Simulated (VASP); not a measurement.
# ZnO in VASP: further runs, part 2 of 2

VASP 6.6.1.

### 3 Relaxation of the atoms, PBEsol

Input file INCAR:

```
  PREC = Accurate
  ENCUT = 520
  EDIFF = 1E-6
  ISMEAR = 0
  SIGMA = 0.03
  LREAL = False
  LASPH = True
  NELM = 80
  ALGO = Normal
  ISIF = 2
  LWAVE = False
  LCHARG = False
  LDIPOL = True
  IDIPOL = 3
  DIPOL = 0.5 0.5 0.500
  GGA = PS
  IBRION = 2
  NSW = 80
  EDIFFG = -0.02
  KPAR = 2
```

Input file KPOINTS:

```
Automatic mesh
0
Gamma
  8 5 1
```

Input file POSCAR:

```
ZnO
1.0
    3.2367619000      0.0000000000      0.0000000000
    0.0000000000      5.2238640000      0.0000000000
    0.0000000000      0.0000000000     18.7374926500
Zn O
4 4
Direct
    0.9999995400      0.5000160000      0.4002670000
    0.5000005500      0.0000160000      0.4501335800
    0.4999995700      0.5000160000      0.5498664200
    0.0000005800      0.0000160000      0.5997330000
    0.9999995400      0.1209740000      0.4002670000
    0.5000005500      0.6209740000      0.4501335800
    0.4999995700      0.1209740000      0.5498664200
    0.0000005800      0.6209740000      0.5997330000
```

Potentials or basis: VASP PAW PBE potentials, release 64 (Zn, O).

Command:

```
$ cat potpaw_PBE.64/Zn/POTCAR potpaw_PBE.64/O/POTCAR > POTCAR
$ mpirun -np 2 vasp_std > vasp.out
```

OUTCAR:

```text
PREC = Accurate
   ENCUT = 520
   EDIFF = 1E-6
   ISMEAR = 0
   LREAL = False
   LASPH = True
   NELM = 80
   ISIF = 2
   GGA = PS
   IBRION = 2
   NSW = 80
   EDIFFG = -0.02

 ion  position               nearest neighbor table
   1  1.000  0.500  0.400-   6 1.97   6 1.97   5 1.98
   2  0.500  0.000  0.450-   7 1.97   5 1.97   5 1.97   6 1.98
   3  0.500  0.500  0.550-   6 1.97   8 1.97   8 1.97   7 1.98
   4  0.000  0.000  0.600-   7 1.97   7 1.97   8 1.98
   5  1.000  0.121  0.400-   2 1.97   2 1.97   1 1.98
   6  0.500  0.621  0.450-   3 1.97   1 1.97   1 1.97   2 1.98
   7  0.500  0.121  0.550-   2 1.97   4 1.97   4 1.97   3 1.98
   8  0.000  0.621  0.600-   3 1.97   3 1.97   4 1.98

  LATTYP: Found a simple orthorhombic cell.
 ALAT       =     3.2367619000
 B/A-ratio  =     1.6139166739
 C/A-ratio  =     5.7889623114

  Lattice vectors:

 A1 = (   3.2367619000,   0.0000000000,   0.0000000000)
 A2 = (   0.0000000000,   5.2238640000,   0.0000000000)
 A3 = (   0.0000000000,   0.0000000000,  18.7374926500)

Analysis of symmetry for initial positions (statically):
=====================================================================
 Subroutine PRICEL returns:
 Original cell was already a primitive cell.

 Routine SETGRP: Setting up the symmetry group for a
 simple orthorhombic supercell.

 Subroutine GETGRP returns: Found  4 space group operations
 (whereof  2 operations were pure point group operations)
 out of a pool of  8 trial point group operations.

The static configuration has the point symmetry C_1h.
 The point group associated with its full space group is C_2v.

Analysis of symmetry for dynamics (positions and initial velocities):
=====================================================================
 Subroutine PRICEL returns:
 Original cell was already a primitive cell.

 Routine SETGRP: Setting up the symmetry group for a
 simple orthorhombic supercell.

 Subroutine GETGRP returns: Found  4 space group operations
 (whereof  2 operations were pure point group operations)
 out of a pool of  8 trial point group operations.

The dynamic configuration has the point symmetry C_1h.
 The point group associated with its full space group is C_2v.

 Subroutine INISYM returns: Found  4 space group operations
 (whereof  2 operations are pure point group operations),
 and found     1 'primitive' translations

----------------------------------------------------------------------------------------

                                     Primitive cell

  volume of cell :     316.8211

  direct lattice vectors                    reciprocal lattice vectors
     3.236761900  0.000000000  0.000000000     0.308950745  0.000000000  0.000000000
     0.000000000  5.223864000  0.000000000     0.000000000  0.191429180  0.000000000
     0.000000000  0.000000000 18.737492650     0.000000000  0.000000000  0.053368934

  length of vectors
     3.236761900  5.223864000 18.737492650     0.308950745  0.191429180  0.053368934

  position of ions in fractional coordinates (direct lattice)
     0.999999540  0.500016000  0.400267000
     0.500000550  0.000016000  0.450133580
     0.499999570  0.500016000  0.549866420
     0.000000580  0.000016000  0.599733000
[... 100 lines left out ...]
  Thomas-Fermi vector in A             =   2.131299
   LORBIT       =      0    0 simple, 1 ext, 2 COOP (PROOUT), +10 PAW based schemes
   GGA     = PS    functional components
   LHFCALC =     F    Hartree Fock is set to
   AEXX    =    0.0000 exact exchange contribution
   IVDW    =     0    specifies the selected vdW correction
   LEPSILON=     F    determine dielectric tensor
   LRPA    =     F    only Hartree local field effects (RPA)
 conjugate gradient relaxation of ions
 non-spin polarized calculation
 Gauss-broadening in eV      SIGMA  =   0.03
  energy-cutoff  :      520.00
  volume of cell :      316.82
 maximum number of plane-waves:      8580
   NGX = 13   NGY = 19   NGZ = 69

--------------------------------------- Ionic step        1  -------------------------------------------

 number of electron      72.0000049 magnetization

 Free energy of the ion-electron system (eV)
  ---------------------------------------------------
  ext. energy  EPLUGINS =         0.00000000
  ---------------------------------------------------
  free energy    TOTEN  =       -36.02631164 eV

  energy without entropy =      -36.02631164  energy(sigma->0) =      -36.02631164

------------------------ aborting loop because EDIFF is reached ----------------------------------------

  FORCE on cell =-STRESS in cart. coord.  units (eV):
  Direction    XX          YY          ZZ          XY          YZ          ZX
  --------------------------------------------------------------------------------------
  -------------------------------------------------------------------------------------
  Total       -2.6600227     -5.4406960     -1.8538850      0.0000000      0.0000000      0.0000000
  in kB      -13.4518442    -27.5138238     -9.3751731      0.0000000      0.0000000      0.0000000
  external PRESSURE =     -16.7802803 kB  Pullay stress =       0.0000000 kB
[... 107 lines left out ...]
  FREE ENERGIE OF THE ION-ELECTRON SYSTEM (eV)
  ---------------------------------------------------
  free  energy   TOTEN  =       -36.5739024646 eV

  energy  without entropy=      -36.5739024646  energy(sigma->0) =      -36.57390246

[... ionic steps 4 to 22 ...]

--------------------------------------- Ionic step       23  -------------------------------------------

 number of electron      72.0000057 magnetization

------------------------ aborting loop because EDIFF is reached ----------------------------------------
[... 37 lines left out ...]
--------------------------------------- Ionic step       24  -------------------------------------------

 number of electron      72.0000055 magnetization

 dipolmoment           0.000000      0.000000      0.000000 electrons x Angstroem

------------------------ aborting loop because EDIFF is reached ----------------------------------------

  FORCE on cell =-STRESS in cart. coord.  units (eV):
  Direction    XX          YY          ZZ          XY          YZ          ZX
  --------------------------------------------------------------------------------------
  -------------------------------------------------------------------------------------
  Total        3.1717702      2.9392950     -0.1311694      0.0000000      0.0000000      0.0000000
  in kB       16.0397725     14.8641358     -0.6633292      0.0000000      0.0000000      0.0000000
  external PRESSURE =      10.0801930 kB  Pullay stress =       0.0000000 kB
[... 29 lines left out ...]
--------------------------------------- Ionic step       25  -------------------------------------------

 number of electron      72.0000055 magnetization

 dipolmoment           0.000000      0.000000     -0.000000 electrons x Angstroem

 Free energy of the ion-electron system (eV)
  ---------------------------------------------------
  ext. energy  EPLUGINS =         0.00000000
  ---------------------------------------------------
  free energy    TOTEN  =       -36.87038668 eV

  energy without entropy =      -36.87038668  energy(sigma->0) =      -36.87038668

 E-fermi :  -3.5354     XC(G=0):  -3.9033

 val. band max:       -3.7329932622   @ k =   0.0000   0.0000   0.0000
 cond. band min:      -2.4581535612   @ k =   0.0000   0.0000   0.0000
 fundamental gap:      1.2748397009
 Fermi energy:        -3.5354300995

 k-point     1 :       0.0000    0.0000    0.0000
  band No.  band energies     occupation
      1     -21.9932      2.00000
      2     -21.5791      2.00000
      3     -20.9301      2.00000
      4     -20.8111      2.00000
      5     -10.2890      2.00000
      6     -10.1913      2.00000
[... 679 lines left out ...]
     42       2.8188      0.00000
     43       4.7136      0.00000

------------------------ aborting loop because EDIFF is reached ----------------------------------------

 vacuum level on the upper side and lower side of the slab       (xc-potential included)        -0.026        -0.026

  FORCE on cell =-STRESS in cart. coord.  units (eV):
  Direction    XX          YY          ZZ          XY          YZ          ZX
  --------------------------------------------------------------------------------------
  -------------------------------------------------------------------------------------
  Total        3.1614018      2.9450455     -0.1365847      0.0000000      0.0000000      0.0000000
  in kB       15.9873394     14.8932166     -0.6907144      0.0000000      0.0000000      0.0000000
  external PRESSURE =      10.0632805 kB  Pullay stress =       0.0000000 kB
[... 23 lines left out ...]
  FREE ENERGIE OF THE ION-ELECTRON SYSTEM (eV)
  ---------------------------------------------------
  free  energy   TOTEN  =       -36.8703866847 eV

  energy  without entropy=      -36.8703866847  energy(sigma->0) =      -36.87038668

 reached required accuracy - stopping structural energy minimisation

 vacuum level on the upper side and lower side of the slab         2.135         2.135
```

It took 23 min on 2 MPI ranks of Intel Xeon 6975P-C (Granite Rapids), shared host; peak memory 0.46 GiB.

Results:

```yaml
Free_energy: -36.8704 eV
Energy_gained_by_relaxing: 105.5 meV/atom
Ionic_steps: 25
Largest_force_after_relaxing: 0.019 eV/Å
Band_gap_on_the_k_mesh: 1.27 eV, direct
```

Forces in eV/Å, atoms in the order of the input:
```
Zn   0.000 -0.007 -0.003
Zn   0.000 -0.013 -0.005
Zn   0.000 -0.013  0.005
Zn   0.000 -0.007  0.003
O    0.000  0.016  0.011
O    0.000  0.003  0.006
O    0.000  0.003 -0.006
O    0.000  0.016 -0.011
```

The path:
| step | energy change (eV) | largest force (eV/Å) | pressure (GPa) |
| --- | --- | --- | --- |
| 1 | 0.0000 | 1.8051 | -1.68 |
| 2 | -0.4547 | 1.0457 | -0.87 |
| 3 | -0.5476 | 0.8675 | -0.08 |
| 4 | -0.6638 | 0.4923 | 0.21 |
| 5 | -0.6766 | 0.5143 | 0.37 |
| 6 | -0.7258 | 0.3296 | 0.74 |
| 7 | -0.7459 | 0.4733 | 1.18 |
| 8 | -0.7829 | 0.3229 | 1.41 |
| 9 | -0.7890 | 0.3000 | 1.56 |
| 10 | -0.8062 | 0.1694 | 1.69 |
| 11 | -0.8072 | 0.2040 | 1.73 |
| 12 | -0.8169 | 0.2092 | 1.56 |
| 13 | -0.8169 | 0.2146 | 1.56 |
| 14 | -0.8284 | 0.1333 | 1.41 |
| 15 | -0.8354 | 0.1411 | 1.16 |
| 16 | -0.8409 | 0.1470 | 1.00 |
| 17 | -0.8409 | 0.1636 | 0.98 |
| 18 | -0.8425 | 0.1187 | 0.95 |
| 19 | -0.8433 | 0.0449 | 0.96 |
| 20 | -0.8437 | 0.0237 | 0.96 |
| 21 | -0.8437 | 0.0277 | 0.96 |
| 22 | -0.8440 | 0.0201 | 0.99 |
| 23 | -0.8440 | 0.0237 | 0.99 |
| 24 | -0.8441 | 0.0215 | 1.01 |
| 25 | -0.8441 | 0.0193 | 1.01 |

Final structure:
```yaml
crystal:
  lattice:
    - [3.23676, 0.00000, 0.00000]
    - [0.00000, 5.22386, 0.00000]
    - [0.00000, 0.00000, 18.73749]
  atoms:
    - { symbol: Zn, position: [0.00000, 0.47268, 0.42535] }
    - { symbol: Zn, position: [0.50000, 0.00289, 0.43600] }
    - { symbol: Zn, position: [0.50000, 0.50289, 0.56400] }
    - { symbol: Zn, position: [0.00000, 0.97268, 0.57465] }
    - { symbol: O, position: [0.00000, 0.13159, 0.39772] }
    - { symbol: O, position: [0.50000, 0.63482, 0.45425] }
    - { symbol: O, position: [0.50000, 0.13482, 0.54575] }
    - { symbol: O, position: [0.00000, 0.63159, 0.60228] }
```

Caveat: the PAW data sets were made with another functional, which shifts forces and pressure a little. PBEsol gaps usually lie below the measured ones, often by a third to a half.

### 4 Single point, PBEsol

Input file INCAR:

```
PREC = Accurate
ENCUT = 520
EDIFF = 1E-6
ISMEAR = 0
SIGMA = 0.03
LREAL = False
LASPH = True
NELM = 80
ALGO = Fast
ISIF = 2
LWAVE = False
LCHARG = False
LDIPOL = True
IDIPOL = 3
DIPOL = 0.5 0.5 0.500
GGA = PS
LVHAR = True
LVACPOTAV = True
ICORELEVEL = 1
KPAR = 2
```

Input file KPOINTS:

```
regular mesh
0
Gamma
  8 5 1
```

Input file POSCAR:

```
ZnO                                     
1.0
    3.2367619000      0.0000000000      0.0000000000
    0.0000000000      5.2238640000      0.0000000000
    0.0000000000      0.0000000000     18.7374926500
  Zn              O             
     4     4
Direct
     0.9999995399999975    0.4726760246517064    0.4253463853483798
     0.5000005500000029    0.0028937935160803    0.4359987924074250
     0.4999995699999999    0.5028937935160802    0.5640012075925750
     0.0000005799999983    0.9726760246517063    0.5746536146516202
     0.9999995399999975    0.1315906337712947    0.3977198918902947
     0.5000005500000029    0.6348195480609168    0.4542464978410273
     0.4999995699999999    0.1348195480609168    0.5457535021589730
     0.0000005799999983    0.6315906337712947    0.6022801081097052
```

Command:

```
$ cat potpaw_PBE.64/Zn/POTCAR potpaw_PBE.64/O/POTCAR > POTCAR
$ mpirun -np 2 vasp_std > vasp.out
```

Run time: 1.8 min. Hardware: 2 MPI ranks of Intel Xeon 6975P-C (Granite Rapids), shared host; peak memory 0.42 GiB.

The run converged. Its results:

| Property | Result |
| --- | --- |
| Free energy | -36.8704 eV |
| Largest force | 0.019 eV/Å |
| Band gap on the k mesh | 1.27 eV, direct |
| Ionisation potential of the upper face | 5.89 eV |

Forces in eV/Å, atoms in the order of the input:
```
Zn   0.000 -0.007 -0.004
Zn   0.000 -0.013 -0.005
Zn   0.000 -0.013  0.005
Zn   0.000 -0.007  0.004
O    0.000  0.016  0.011
O    0.000  0.003  0.006
O    0.000  0.003 -0.006
O    0.000  0.016 -0.011
```

Levels at points of the mesh, in eV from the valence-band top:
| k point | band 34 | band 35 | band 36 | band 37 | band 38 | band 39 |
| --- | --- | --- | --- | --- | --- | --- |
| (0.00, 0.00, 0.00) | -0.31 | -0.30 | 0.00 | 1.27 | 3.03 | 5.07 |
| (0.50, 0.00, 0.00) | -1.17 | -1.07 | -1.01 | 5.05 | 5.37 | 5.65 |

Core levels (eV, on the scale of the bands):
```tsv
atom	levels
1 Zn	1s -9523.1, 2s -1156.7, 2p -1002.3, 3s -128.0, 3p -82.2
2 Zn	1s -9522.3, 2s -1155.9, 2p -1001.5, 3s -127.3, 3p -81.5
3 Zn	1s -9522.3, 2s -1155.9, 2p -1001.5, 3s -127.3, 3p -81.5
4 Zn	1s -9523.1, 2s -1156.7, 2p -1002.3, 3s -128.0, 3p -82.2
5 O	1s -508.7
6 O	1s -509.5
```

Caveat: the PAW data sets were made with another functional, which shifts forces and pressure a little.
